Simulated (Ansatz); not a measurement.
# TiO2: the cost of one run

Program: Ansatz 0.2.0. Level of theory: DFT PBEsol, scalar-relativistic, plane waves, PAW. These are calculated values, not measurements.

### Step 1. Starting point

It takes space group I4_1/amd (No. 141, tetragonal). The conventional cell has a = 3.785 Å, b = 3.785 Å, c = 9.514 Å, α = 90.00°, β = 90.00°, γ = 90.00°. Ti (site symmetry -4m2) is surrounded by 6 O at 1.94 to 1.97 Å. O (site symmetry 2mm) has 3 Ti at 1.94 to 1.97 Å as nearest neighbours.

Coordinates:

```
CELL_PARAMETERS angstrom
-1.89250 1.89250 4.75700
1.89250 -1.89250 4.75700
1.89250 1.89250 -4.75700
ATOMIC_POSITIONS crystal
Ti 0.00000 0.00000 0.00000
Ti 0.75000 0.25000 0.50000
O 0.20660 0.20660 0.00000
O 0.95660 0.45660 0.50000
O 0.54340 0.04340 0.50000
O 0.79340 0.79340 0.00000
```

Source of the structure: the Crystallography Open Database.

(A quick probe on a coarse mesh, which set the mesh and smearing, is not shown.)

### Step 3. Relaxing cell and atoms

input.yaml

```yaml
crystal:
  lattice:
    - [-1.8925, 1.8925, 4.757]
    - [1.8925, -1.8925, 4.757]
    - [1.8925, 1.8925, -4.757]
  atoms:
    - { symbol: Ti, position: [0.0, 0.0, 0.0] }
    - { symbol: Ti, position: [0.75, 0.25, 0.5] }
    - { symbol: O, position: [0.2066, 0.2066, 0.0] }
    - { symbol: O, position: [0.9566, 0.4566, 0.5] }
    - { symbol: O, position: [0.5434, 0.0434, 0.5] }
    - { symbol: O, position: [0.7934, 0.7934, 0.0] }
basis:
  ecutwfc: 420
kpoints:
  mp_grid: { grid: [10, 10, 10] }
hamiltonian:
  xc: pbesol
scf:
  occupations: { method: gaussian, width: 0.02 }
output:
  forces: true
  stress: true
  eigenvalues: true
  write_density: true
  write_potential: true
  elf: true
  volumetric_format: npy
relax:
  adjacent_minimum: "off"
  f_tol: 0.005
  max_steps: 80
  cell: { stress_tol: 0.05 }
```

On the command line:

```sh
$ ansatz run input.yaml --threads 4 --pin off --max-ram 12288MiB --backend cpu --events-out ev --progress --plain --runs-dir out
```

**Question.** How long does this run take on 4 threads of Intel Xeon 6975P-C (Granite Rapids), shared host, and how much memory does it need?

About 11 s, with a peak of 0.6 GiB.
